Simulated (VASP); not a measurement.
# VASP 6.6.1 run: LiCl

INCAR

```
LWAVE = .FALSE.
ENCUT = 520
ISIF = 2
IBRION = -1
LCHARG = .FALSE.
NSW = 0
SIGMA = 0.01
NELM = 120
LREAL = Auto
GGA = CA
LASPH = .TRUE.
PREC = Normal
ISMEAR = 0
NBANDS = 12
EDIFF = 1E-7
```

KPOINTS

```
KPOINTS created by Atomic Simulation Environment
0
Gamma
8 8 8
0 0 0
```

POSCAR

```
Li Cl
 1.0000000000000000
    -0.0000000000000000    2.7330425338988040    2.7330425338988040
     2.7330425338988040   -0.0000000000000000    2.7330425338988040
     2.7330425338988040    2.7330425338988040    0.0000000000000000
 Li  Cl
   1   1
Cartesian
  0.0000000000000000  0.0000000000000000  0.0000000000000000
  1.3665212669494020  1.3665212669494020  1.3665212669494020
```

The recommended LDA PAW datasets give the neutral cell 10 valence electrons.

Command

```
mpirun -np 1 vasp_std
```

How does this run end, and what does it give?

It converged. Results: gap between bands v and c on the k mesh 5.64 eV; least direct gap on the k mesh 5.64 eV; pressure -2.0 GPa. Band v is the last that the valence electrons fill when counted band by band, and c is the next.

OSZICAR

```
N       E                     dE             d eps       ncg     rms          rms(c)
DAV:   1     0.416103667715E+02    0.41610E+02   -0.39751E+03   696   0.752E+02
DAV:   2    -0.517513750587E+01   -0.46786E+02   -0.45193E+02   824   0.138E+02
DAV:   3    -0.803871158700E+01   -0.28636E+01   -0.28550E+01   908   0.366E+01
DAV:   4    -0.814161125541E+01   -0.10290E+00   -0.10288E+00  1072   0.693E+00
DAV:   5    -0.814219209205E+01   -0.58084E-03   -0.58083E-03   940   0.558E-01    0.224E+00
DAV:   6    -0.801248579290E+01    0.12971E+00   -0.25372E-01   800   0.205E+00    0.161E+00
DAV:   7    -0.799753241173E+01    0.14953E-01   -0.54803E-02   912   0.103E+00    0.893E-01
DAV:   8    -0.799808159550E+01   -0.54918E-03   -0.47778E-03   816   0.455E-01    0.186E-01
DAV:   9    -0.799804335034E+01    0.38245E-04   -0.20695E-04   920   0.903E-02    0.763E-02
DAV:  10    -0.799811884644E+01   -0.75496E-04   -0.57190E-05   828   0.427E-02    0.898E-03
DAV:  11    -0.799811904972E+01   -0.20328E-06   -0.34346E-06  1028   0.102E-02    0.365E-03
DAV:  12    -0.799811921307E+01   -0.16336E-06   -0.23482E-07   848   0.314E-03    0.182E-03
DAV:  13    -0.799811922428E+01   -0.11208E-07   -0.29301E-08   800   0.115E-03
   1 F= -.79981192E+01 E0= -.79981192E+01  d E =-.122767E-53
```

For comparison, a separate LDA run of the intended cell, on usual settings and not on those above, gives a gap of 5.64 eV on its mesh and a pressure of -2.1 GPa.
